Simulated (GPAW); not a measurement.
# GaN (F-43m) in GPAW: single point with PBE

Aim: the single point of GaN with PBE.

Everything below comes from runs of GPAW 26.7.0. Logs are shortened: lines on timing, memory, paths and dates and some standing lists are left out, and cuts for length are marked. The log counts tension as positive stress, the text compression.

**Experimental background.**

From a printed reference work, textbook, for a bulk crystal of GaN at 0 K: band gap 3.299 eV (direct).

The runs below are set against these values where they give the same quantity.

## Step 1: Starting point

It takes space group F-43m (No. 216, cubic). The conventional cell has a = 4.507 Å, b = 4.507 Å, c = 4.507 Å, α = 90.00°, β = 90.00°, γ = 90.00°. Ga (site symmetry -43m) is surrounded by 4 N at 1.95 Å. Around N (site symmetry -43m) lie 4 Ga at 1.95 Å.

The cell is a database's computed one.

## Step 2: Single point, PBE

run.py

```python
from ase.dft.bandgap import bandgap
from ase.io import read, write
from ase.units import GPa
from gpaw import GPAW, PW

atoms = read('POSCAR')

calc = GPAW(mode=PW(800),
            xc='PBE',
            kpts={'size': (10, 10, 10), 'gamma': True},
            occupations={'name': 'methfessel-paxton', 'order': 0, 'width': 0.023},
            nbands=11,
            convergence={'density': 1e-05, 'energy': 1e-05},
            maxiter=150,
            txt='gpaw.txt')
atoms.calc = calc
energy = atoms.get_potential_energy()
forces = atoms.get_forces()
stress = atoms.get_stress()
calc.write('gs.gpw')
write('result.traj', atoms)
print(f'Energy: {energy:.6f} eV')
print('Forces (eV/A):')
print(forces.round(4))
print('Stress (GPa):', (stress / GPa).round(3))
print('Fermi level:', round(calc.get_fermi_level(), 4), 'eV')
print(f'Gap: {bandgap(calc)[0]:.4f} eV, direct: {bandgap(calc, direct=True)[0]:.4f} eV')
```

POSCAR

```
GaN
1.0
    0.0000000000      2.2535006075      2.2535006075
    2.2535006075      0.0000000000      2.2535006075
    2.2535006075      2.2535006075      0.0000000000
Ga N
1 1
Direct
    0.0000000000      0.0000000000      0.0000000000
    0.2500000000      0.2500000000      0.2500000000
```

Potentials or basis: GPAW PAW data sets (gpaw-data 1.2.1), pw.

Launch:

```bash
OMP_NUM_THREADS=1 python run.py
```

gpaw.txt:

```text
__  _  _
 | _ |_)|_||  |
 |__||  | ||/\| - 26.7.0

Input parameters:
  mode=PW(ecut=800.0),
  convergence={'density': 1e-05, 'energy': 1e-05},
  kpts=MonkhorstPack(size=(10, 10, 10), gamma=True),
  maxiter=150,
  nbands=11,
  occupations=Occupations(name='methfessel-paxton', order=0, width=0.023),
  xc=XC(name='PBE')

Diagonalizing LCAO Hamiltonian
Converting LCAO to pw mode

           N
       Ga

Atoms  # Å, Bohr magnetons
|   | symbol |        x |        y |        z |    initial magnetic moments |
|---|--------|----------|----------|----------|-----------------------------|
| 0 |     Ga | 0.000000 | 0.000000 | 0.000000 | ( 0.0000,  0.0000,  0.0000) |
| 1 |      N | 1.126750 | 1.126750 | 1.126750 | ( 0.0000,  0.0000,  0.0000) |

Unit cell  # Å
| periodic |        x |        y |        z |  lengths |    angles |
|----------|----------|----------|----------|----------|-----------|
|      yes | 0.000000 | 2.253501 | 2.253501 | 3.186931 | 60.000000 |
|      yes | 2.253501 | 0.000000 | 2.253501 | 3.186931 | 60.000000 |
|      yes | 2.253501 | 2.253501 | 0.000000 | 3.186931 | 60.000000 |

Number of symmetries: 24
Symmetry operations  # r_c * U_cc + t_c -> r_c
|    | kind |            matrix            |
|----|------|------------------------------|
|  0 |  E   |  1, 0, 0,  0, 1, 0,  0, 0, 1 |
|  1 |  σ   |  1, 0, 0,  0, 0, 1,  0, 1, 0 |
|  2 |  σ   |  1, 0,-1,  0, 1,-1,  0, 0,-1 |
|  3 |  C3  |  1, 0,-1,  0, 0,-1,  0, 1,-1 |
|  4 |  C3  |  1,-1, 0,  0,-1, 1,  0,-1, 0 |
|  5 |  σ   |  1,-1, 0,  0,-1, 0,  0,-1, 1 |
|  6 |  σ   |  0, 1, 0,  1, 0, 0,  0, 0, 1 |
|  7 |  C3  |  0, 1, 0,  0, 0, 1,  1, 0, 0 |
|  8 |  C2  |  0, 1,-1,  1, 0,-1,  0, 0,-1 |
|  9 |  S4  |  0, 1,-1,  0, 0,-1,  1, 0,-1 |
| 10 |  C3  |  0, 0, 1,  1, 0, 0,  0, 1, 0 |
| 11 |  σ   |  0, 0, 1,  0, 1, 0,  1, 0, 0 |
| 12 |  S4  |  0, 0,-1,  1, 0,-1,  0, 1,-1 |
| 13 |  C3  |  0, 0,-1,  0, 1,-1,  1, 0,-1 |
| 14 |  S4  |  0,-1, 1,  1,-1, 0,  0,-1, 0 |
| 15 |  C2  |  0,-1, 1,  0,-1, 0,  1,-1, 0 |
| 16 |  C3  |  0,-1, 0,  1,-1, 0,  0,-1, 1 |
| 17 |  S4  |  0,-1, 0,  0,-1, 1,  1,-1, 0 |
| 18 |  S4  | -1, 1, 0, -1, 0, 1, -1, 0, 0 |
| 19 |  C3  | -1, 1, 0, -1, 0, 0, -1, 0, 1 |
| 20 |  C3  | -1, 0, 1, -1, 1, 0, -1, 0, 0 |
| 21 |  S4  | -1, 0, 1, -1, 0, 0, -1, 1, 0 |
| 22 |  σ   | -1, 0, 0, -1, 1, 0, -1, 0, 1 |
| 23 |  C2  | -1, 0, 0, -1, 0, 1, -1, 1, 0 |

BZ-sampling:
  Number of BZ points: 1000
  Number of IBZ points: 47

  Monkhorst-Pack size: [10, 10, 10]
  Monkhorst-Pack shift: [0.05, 0.05, 0.05]

K-points  # in reciprocal-cell coordinates
|     |                                coordinates |     weight |
|-----|--------------------------------------------|------------|
|   0 | (  0.00000000,   0.00000000,   0.00000000) | 0.00100000 |
|   1 | (  0.10000000,   0.10000000,   0.00000000) | 0.00600000 |
|   2 | (  0.10000000,   0.10000000,   0.10000000) | 0.00800000 |
|   3 | (  0.20000000,   0.10000000,   0.10000000) | 0.01200000 |
|   4 | (  0.20000000,   0.20000000,   0.00000000) | 0.00600000 |
|   5 | (  0.20000000,   0.20000000,   0.10000000) | 0.02400000 |
|   6 | (  0.20000000,   0.20000000,   0.20000000) | 0.00800000 |
|   7 | (  0.30000000,   0.20000000,   0.10000000) | 0.02400000 |
|   8 | (  0.30000000,   0.20000000,   0.20000000) | 0.02400000 |
|   9 | (  0.30000000,   0.30000000,   0.00000000) | 0.00600000 |
| ... |                                            |            |
|  46 | (  0.50000000,   0.50000000,   0.50000000) | 0.00400000 |

Plane wave coefficients: 1243
Cutoff: 800.0 eV

Spin-components: 1 (collinear spins)
Bands:           11
Projectors:      10
Spin-degeneracy: 2
Datatype:        complex128

Parallelization:
  kpt:    1
  domain: 1
  band:   1

Density:
  Valence electrons: 8.0
  Components: 1
  Grid points: [21 21 21]
  Charge: 0.0  # |e|

Potential:
  Grid points: [21 21 21]

species:
  Ga:
    name:    Gallium
    Z:       31.0
    valence: 3
    core:    28
    charge:  0.0  # [|e|]
    compensation charges:
      type: gauss
      rc: 0.37  # [Å]
      lmax: 2
    cutoffs:
      filter: 2.06  # [Å]
      core: 4.17  # [Å]
    projectors
    | kind |    occ | energy [eV] | rcut [Å] |
    |------|--------|-------------|----------|
    |   4s |  2.000 |      -8.945 |    1.164 |
    |   4p |  1.000 |      -2.580 |    1.164 |
    |    s |        |      18.266 |    1.164 |
    |    p |        |      24.631 |    1.164 |
    |    d |        |       0.000 |    1.164 |

    Using partial waves for Ga as LCAO basis

  N:
    name:    Nitrogen
    Z:       7.0
    valence: 5
    core:    2
    charge:  0.0  # [|e|]
    compensation charges:
      type: gauss
      rc: 0.18  # [Å]
      lmax: 2
    cutoffs:
      filter: 1.11  # [Å]
      core: 0.96  # [Å]
    projectors
    | kind |    occ | energy [eV] | rcut [Å] |
    |------|--------|-------------|----------|
    |   2s |  2.000 |     -18.583 |    0.603 |
    |   2p |  3.000 |      -7.089 |    0.529 |
    |    s |        |       8.629 |    0.603 |
    |    p |        |      20.123 |    0.529 |
    |    d |        |       0.000 |    0.577 |

    Using partial waves for N as LCAO basis

Reference energy: -54366.393033  # eV

eigensolver:
  PPCG
  Converge bands: occupied
  niter=2

density mixing:
  MSR1-Mixer
  Pratt-step length: 0.05
  Maximum mixing coefficient: 0.75
  Old densities: 10
  SVD Regularization: 0.005
  Good broyden scale: 1.0
  Trust region scale: 1.0
  Backstep threshold: 4.0
  History deletion threshold: 6.0
  Fourier metric: weight=20.0, sigma=0.015

occupation numbers:
  Methfessel-Paxton:
    width: 0.0230  # eV
    order: 0

poisson solver:
  ecut: 6400.0  # eV

xc functional:
  name: PBE with 2 nearest neighbor stencil

convergence criteria:
- Maximum integral of absolute [dens]ity change: 1e-05 electrons / valence electron
- Maximum [total energy] change in last 3 cyles: 1e-05 eV / valence electron
- Maximum integral of absolute [eigenst]ate change: 4e-08 eV^2 / valence electron
maximum number of iterations: 150

SCF iterations
|iter     | |      energy | eigst |  dens |
|---------|-|-------------|-------|-------|
|iter:   1| |  -13.898402 | -0.17 |       |
|iter:   2| |  -13.404624 | -2.03 | -0.57 |
|iter:   3| |  -12.082042 | -0.69 | -0.62 |
|iter:   4| |  -12.081207 | -3.20 | -1.29 |
|iter:   5| |  -12.082243 | -3.50 | -1.56 |
|iter:   6| |  -12.082265 | -5.59 | -2.85 |
|iter:   7| |  -12.082276c| -6.24 | -3.18 |
|iter:   8| |  -12.082276c| -8.31c| -4.36 |
|iter:   9| |  -12.082276c| -7.99c| -4.84 |
|iter:  10| |  -12.082276c| -9.39c| -5.95c|

Converged in 10 steps
Energy contributions relative to reference atoms: (reference = -54366.393033)

Energy contributions:
  Kinetic:          34.119807
  Coulomb:         -30.033123
  Zero:              0.150524
  External:          0.000000
  Xc:              -16.319485
  Entropy:          -0.000000
  Spinorbit:         0.000000
  ----------------------------
  Free energy:     -12.082276
  Extrapolated:    -12.082276

dipole moment: (-12.564750, -12.564750, -12.564750)  # |e|*Ang

Fermi level: 6.496
Eigenvalues  # (at kpt = [0.000, 0.000, 0.000])
| band index |      eig [eV] | occ [0-2] |
|------------|---------------|-----------|
|          0 |        -9.463 |     2.000 |
|          1 |         6.390 |     2.000 |
|          2 |         6.390 |     2.000 |
|          3 |         6.390 |     2.000 |
|          4 |         8.229 |     0.000 |
|          5 |        16.799 |     0.000 |
|          6 |        16.799 |     0.000 |
|          7 |        16.799 |     0.000 |
|          8 |        24.087 |     0.000 |
|          9 |        24.815 |     0.000 |
|         10 |        24.827 |     0.000 |

Gap: 1.839 eV
Transition (v -> c):
  (s=0, k=0, n=3, [0.00, 0.00, 0.00]) -> (s=0, k=0, n=4, [0.00, 0.00, 0.00])
No difference between direct/indirect transitions

Forces  # eV/Ang
|       x |        y |        z |
|---------|----------|----------|
| 0.00000 |  0.00000 |  0.00000 |  # Ga   0
| 0.00000 | -0.00000 | -0.00000 |  # N    1

Stress tensor  # eV/Ang^3
|         x |         y |         z |
|-----------|-----------|-----------|
| -0.078334 |  0.000000 |  0.000000 |
|  0.000000 | -0.078334 |  0.000000 |
|  0.000000 |  0.000000 | -0.078334 |

# Writing to gs.gpw (mode='')
```

stdout:

```text
Energy: -12.082276 eV
Forces (eV/A):
[[ 0.  0.  0.]
 [ 0. -0. -0.]]
Stress (GPa): [-12.551 -12.551 -12.551   0.      0.      0.   ]
Fermi level: 6.4962 eV
Gap: 1.8388 eV, direct: 1.8388 eV
```

Wall time 11 s (1 thread of Arm Neoverse V2, shared host); peak memory 0.15 GiB.

What came out:

| Property | Result |
| --- | --- |
| Free energy | -12.0823 eV |
| Pressure | 12.6 GPa |
| Band gap on the k mesh | 1.84 eV, direct |

Levels at points of the mesh, in eV from the valence-band top:
```
           k point  band 1  band 2  band 3  band 4  band 5  band 6  band 7
(0.00, 0.00, 0.00)  -15.85    0.00    0.00    0.00    1.84   10.41   10.41
(0.50, 0.50, 0.00)  -12.84   -6.17   -2.65   -2.65    3.40    6.77   11.78
(0.50, 0.50, 0.50)  -13.58   -6.98   -0.95   -0.95    4.75    8.82   10.42
```

## Step 3: How close it comes

Step 2. Measured gap of GaN: 3.299 eV (direct; 0 K; a printed reference work, textbook). This calculation gives 1.84 eV (-1.46 eV). Spin-orbit coupling on Ga is left out. The value is that of PBE, without temperature or zero-point motion. Semilocal functionals fall short of measured gaps as a rule. The cell is a database's relaxed one, not the measured one, which moves gaps too.
